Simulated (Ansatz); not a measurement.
A (210) slab of ZrN (Fm-3m (No. 225)), 11 planes, outer planes ZrN (top) and ZrN (bottom), with 22 atoms (Zr11N11) in a surface cell of A = 23.168 Å², as cut from the bulk:

```xyz
22
Lattice="4.5522 0.0000 0.0000 -2.2761 5.0895 0.0000 0.0000 0.0000 25.1790" Properties=species:S:1:pos:R:3 pbc="T T T"
Zr    2.2761    2.0358    7.5000
N     0.0000    2.0358    7.5000
Zr    0.0000    4.0716    8.5179
N     2.2761    4.0716    8.5179
Zr    0.0000    1.0179    9.5358
N     2.2761    1.0179    9.5358
Zr    2.2761    3.0537   10.5537
N     0.0000    3.0537   10.5537
Zr    2.2761    0.0000   11.5716
N     0.0000    0.0000   11.5716
Zr    0.0000    2.0358   12.5895
N     2.2761    2.0358   12.5895
Zr    2.2761    4.0716   13.6074
N     0.0000    4.0716   13.6074
Zr    2.2761    1.0179   14.6253
N     0.0000    1.0179   14.6253
Zr    0.0000    3.0537   15.6432
N     2.2761    3.0537   15.6432
Zr    0.0000    0.0000   16.6611
N     2.2761    0.0000   16.6611
Zr    2.2761    2.0358   17.6790
N     0.0000    2.0358   17.6790
```

Computed with Ansatz, DFT PBEsol, scalar-relativistic, plane waves, PAW. Plane waves to 420 eV, a k mesh through Γ of 8×7×1 on the computed 22-atom cell and Gaussian smearing (0.10 eV); no spin polarisation. The cell repeats along c with a dipole correction in the vacuum.

Against the same 22 atoms in the bulk, the slab as cut lies 7.930 eV higher and the relaxed slab 6.725 eV higher.

Question: Work out the surface energy before and after relaxation.

Answer: The slab has two faces, so γ = (E_slab − N·E_bulk)/(2A), the mean of both. As cut: 7.930/(2 × 23.168) = 0.1711 eV/Å², and 1 eV/Å² = 16.02 J/m², so γ = 2.74 J/m². Relaxed: 6.725/(2 × 23.168) = 0.1451 eV/Å² = 2.33 J/m². Relaxation recovers 15 % of the cost of cutting.

Question: What is the ideal work of this cut, per area?

Answer: Griffith's ideal work is 2γ: 5.48 J/m² if the new faces stay rigid, 4.65 J/m² if they relax. One thickness was run, 11 planes, so γ can still shift with it.

Spin polarisation was left out, and a magnetic state may lie lower.

Cutting ZrN along (210) is costly, and relaxation lowers the surface energy only from 2.74 to 2.33 J/m². The main reason is the broken bonds. On this open, stepped face of the rocksalt lattice the outermost atoms lose more Zr–N neighbours than on (100), and atoms in the plane beneath are undercoordinated too. The lost bonding is largely covalent N 2p–Zr 4d with an ionic part, and small displacements cannot replace it. The energy recovered probably comes from rumpling and shortened back bonds, with metallic Zr d electrons helping to screen the disturbance.

Each plane holds Zr and N in equal number, so the cut is nonpolar and needs no compensating charge. The two faces of the unrelaxed slab are also equivalent by inversion, so the mean is the energy of each face. The relaxed work of separation is the reversible thermodynamic cost, not a measure of fracture toughness, which also includes plastic dissipation. Whether (210) would lower its energy by faceting into (100) remains open without the energy of that face.
